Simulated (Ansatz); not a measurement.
Si: single point with PBE

Si:

```xyz
2
Lattice="0.0000 2.7219 2.7219 2.7219 0.0000 2.7219 2.7219 2.7219 0.0000" Properties=species:S:1:pos:R:3 pbc="T T T"
Si    2.7219    2.7219    2.7219
Si    4.0828    4.0828    4.0828
```

```json
{"Program": "Ansatz 0.2.0", "Task": "single point", "Functional": "PBE", "Potentials or basis": "all-electron LAPW, scalar-relativistic", "Cutoff": "218 eV (chosen from the basis error)", "Basis error allowed": "0.001 eV/atom", "k mesh": "8 × 8 × 8", "Occupations": "gaussian, width 0.011 eV", "Spin": "no spin polarisation"}
```

```
Pressure               : 1.3 GPa
Band gap on the k mesh : 0.63 eV, indirect (least direct gap 2.56 eV)
```

Levels at points of the mesh, in eV from the valence-band top:
| k point | band 9 | band 10 | band 11 | band 12 | band 13 | band 14 | band 15 | band 16 |
| --- | --- | --- | --- | --- | --- | --- | --- | --- |
| (0.00, 0.00, 0.00) | -11.91 | 0.00 | 0.00 | 0.00 | 2.56 | 2.56 | 2.56 | 3.28 |
| (0.00, 0.00, -0.50) | -9.60 | -6.94 | -1.19 | -1.19 | 1.51 | 3.34 | 3.34 | 7.72 |
| (0.00, -0.50, -0.50) | -7.79 | -7.79 | -2.83 | -2.83 | 0.72 | 0.72 | 10.04 | 10.04 |

Run time: 3 s on 1 thread of Arm Neoverse V1, on a shared host, peak memory 0.22 GiB.

A k mesh can miss the band edges.
